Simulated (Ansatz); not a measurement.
Runs of Ansatz 0.2.0 on CoO. The structure is cubic, space group Fm-3m (No. 225). The conventional cell has a = 4.263 Å, b = 4.263 Å, c = 4.263 Å, α = 90.00°, β = 90.00°, γ = 90.00°. Co (site symmetry m-3m) is surrounded by 6 O at 2.13 Å. O (site symmetry m-3m) has 6 Co at 2.13 Å as nearest neighbours. 

| task | level | cell | k mesh | cutoff (eV) | smearing | gap on the mesh (eV) | pressure (GPa) | moment (μB) |
| --- | --- | --- | --- | --- | --- | --- | --- | --- |
| phonons | LDA | as given | 8 × 8 × 8 | 384 | fermi-dirac 0.05 eV | none | - | (a) |
| single point | PBE | atoms moved at random, drawn with an rms of 0.05 Å | 11 × 11 × 11 | 372 | fermi-dirac 0.05 eV | none | -1.7 | 2.93 |
| single point | PBE | as given | 11 × 11 × 11 | 360 | gaussian 0.022 eV | none | -1.7 | 2.98 |
| elastic constants | PBEsol | as given | 8 × 8 × 8 | 384 | fermi-dirac 0.05 eV | none | -11.1 | 2.93 |
| single point | PBE | as given | 11 × 11 × 11 | 360 | gaussian 0.02 eV | none | -1.7 | 2.98 |
| single point | PBE | as given | 11 × 11 × 11 | 360 | gaussian 0.026 eV | none | -1.7 | 2.98 |
| single point | PBE | as given | 11 × 11 × 11 | 360 | gaussian 0.023 eV | none | -1.7 | 2.98 |
| relaxation of cell and atoms | BLYP+D4 | relaxed | 11 × 11 × 11 | - | fermi-dirac 0.05 eV | - | 0.0 | 2.77 |

Alike in all rows: potentials or basis all-electron LAPW, scalar-relativistic; spin collinear, ferromagnetic start; basis error allowed 0.001 eV/atom.

Problem. Fill in the values left out.

Solution. (a) 2.86.

Caveats: a cell with one magnetic atom can't hold antiferromagnetic order, which such compounds often take; semilocal functionals often make such compounds metallic where correlation or magnetic order opens a gap, which also shifts bond lengths (some runs); the k mesh is thin for a metal, which can move the energy by tens of meV per atom (some runs); a metal's response needs a denser mesh (some runs); some modes are imaginary (some runs); the cell is more than 3 GPa from zero pressure, which shifts response properties (some runs); the elastic tensor has a negative eigenvalue, so either the cell is unstable as it stands or the mesh is too thin (some runs).

A gap of «none» marks a metal or a gap under the smearing width.
